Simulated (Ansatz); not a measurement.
## Response to strain in InN

Take InN in the wurtzite structure (space group P6_3mc, No. 186) as the base.

```xyz
4
Lattice="3.5805 0.0000 0.0000 -1.7903 3.1008 0.0000 0.0000 0.0000 5.7878" Properties=species:S:1:pos:R:3 pbc="T T T"
In     1.7903     1.0336     2.9053
In     0.0000     2.0672     0.0114
N      1.7903     1.0336     0.7132
N      0.0000     2.0672     3.6071
```

Cartesian axes are those of the cell as printed.

Strains are applied to the cell and any free atomic positions relax; under biaxial strain the out-of-plane vector relaxes too.

Method: plane-wave PAW DFT at the PBE level (Ansatz, a first-principles code, 420 eV), no SOC.

Notes on the quantities. pressure: mean of the normal stresses, compression positive.

| change | pressure | shortest interatomic distance |
|---|---|---|
| base | 0.0 GPa | 2.183 Å |
| biaxial strain −0.79 %, plane normal [001], relaxed out of plane | … | … |
| isotropic strain −1.37 % | 5.6 GPa | 2.153 Å |
| isotropic strain +0.52 % | -1.8 GPa | 2.194 Å |

Problem. Complete the table.

Solution. 
- biaxial strain −0.79 %, plane normal [001], relaxed out of plane, pressure: 1.3 GPa
- biaxial strain −0.79 %, plane normal [001], relaxed out of plane, shortest interatomic distance: 2.174 Å

The mesh was chosen for an insulator and is coarse for the gapless case. Whether these cells are dynamically stable was not tested. The final runs are not spin-polarised.
